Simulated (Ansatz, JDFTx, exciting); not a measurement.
Programs and potentials compared: the bulk modulus of 9 crystals

The same calculation (PBE, Γ-centred k mesh with a spacing near 0.25 Å⁻¹, Fermi-Dirac smearing of 0.05 eV, no spin-orbit coupling) was run on each cell with:

- A: JDFTx, PseudoDojo-SR-PBE-0.5-standard, cutoffs 490 to 1143 eV
- B: exciting, all-electron LAPW+lo, shipped species files, valence relativity iora*
- C: Ansatz, Ansatz PAW (earlier soft set), cutoff 420 eV

Moduli come from Birch-Murnaghan fits over scaled cells with fixed shape and fractions, which off cubic symmetry can lie above the relaxed values. Not every cell is the stable form of its formula. Spin polarisation and spin-orbit coupling are off unless named.

| crystal | A (GPa) | B (GPa) | C (GPa) |
| --- | --- | --- | --- |
| Si (Fd-3m) | 88.39 | 88.58 | 88.99 |
| TiAl (P4/mmm, 2 atoms) | 113.91 | 113.11 | 113.66 |
| BP (F-43m) | 161.22 | 162.20 | 161.95 |
| SiC (F-43m) | 211.65 | 212.28 | 212.86 |
| TiC (Fm-3m) | 250.87 | 250.59 | 250.33 |
| HfB2 (P6/mmm, 3 atoms) | 251.31 | 250.08 | 249.90 |
| Mo (Im-3m) | 261.45 | 263.62 | 262.03 |
| WC (P-6m2, 2 atoms) | 387.32 | 385.96 | 388.28 |
| C (Fd-3m) | 432.50 | 433.29 | 432.78 |

Against the all-electron result, the mean absolute deviation is A 0.42, C 0.32 %. The largest single deviation is -0.82 %, for Mo in A. The figures use the values as printed. The all-electron reference has errors of its own basis, so a deviation may be partly its. Meshes of this size aren't converged for metals, which the comparison doesn't need. The functional is the same throughout, so these differences measure potentials, basis sets and numerical settings.

The three programs give the same order of stiffness except for TiC and HfB2, which lie too close together to be ranked. The spread between crystals far exceeds that between programs and follows bond strength and valence-electron density. From diamond through SiC to Si, the bonds lengthen and the valence density falls, so resistance to compression drops. Diamond gains further from compact 2p orbitals, which have no p core beneath them. In Mo, a roughly half-filled d band occupies mainly bonding states. TiC owes its stiffness largely to metal d–carbon p bonding, while the extra valence electrons in WC probably fill further bonding states.

Neither A nor C is uniformly stiffer or softer than B, which argues against a single systematic offset. C has the smaller mean deviation, but A is closer for Si and WC, so the averages don't establish a general ranking of the potentials. Close agreement in the modulus, a curvature, doesn't by itself show that the equilibrium volumes agree equally well.
